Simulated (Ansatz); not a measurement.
The system is C.

```
CELL_PARAMETERS angstrom
0.00000 1.78337 1.78337
1.78337 0.00000 1.78337
1.78337 1.78337 0.00000
ATOMIC_POSITIONS crystal
C 0.75000 0.75000 0.75000
C 0.50000 0.50000 0.50000
```

This isn't the form of C at room conditions, which is graphite.

Base run:

* Program: Ansatz 0.2.0
* Functional: PBE
* Potentials or basis: Ansatz PAW
* Cutoff: 300 eV
* Density cutoff: 1200 eV
* k mesh: 13 × 13 × 13
* Occupations: fermi-dirac, width 0.05 eV
* Spin: no spin polarisation

Its results: band gap on the k mesh 4.12 eV, indirect (least direct gap 5.60 eV); pressure 1.4 GPa.

Q: The run is repeated on the same cell with these changes: functional from PBE to exchange-only PBE; cutoff from 300 eV to 420 eV (not typed: the program's choice for these potentials). What comes out?

A: Band gap on the k mesh 4.49 eV, indirect (least direct gap 5.72 eV); pressure 31.8 GPa.

Caveats: odd divisions of the mesh miss points on the zone boundary, where band edges often lie, so the gap on the mesh can be too wide (some runs); the pressure holds a Pulay correction of +15.2 GPa for the finite cutoff (some runs); the cutoff lies under the one recommended for these potentials (some runs); a pressure of tens of GPa on the cell as given is suspect, and the run, the potentials or the cell itself is likely at fault (some runs); the PAW data sets come from PBE, with cores solved anew for the run's functional, which leaves a small shift of forces and pressure (some runs).
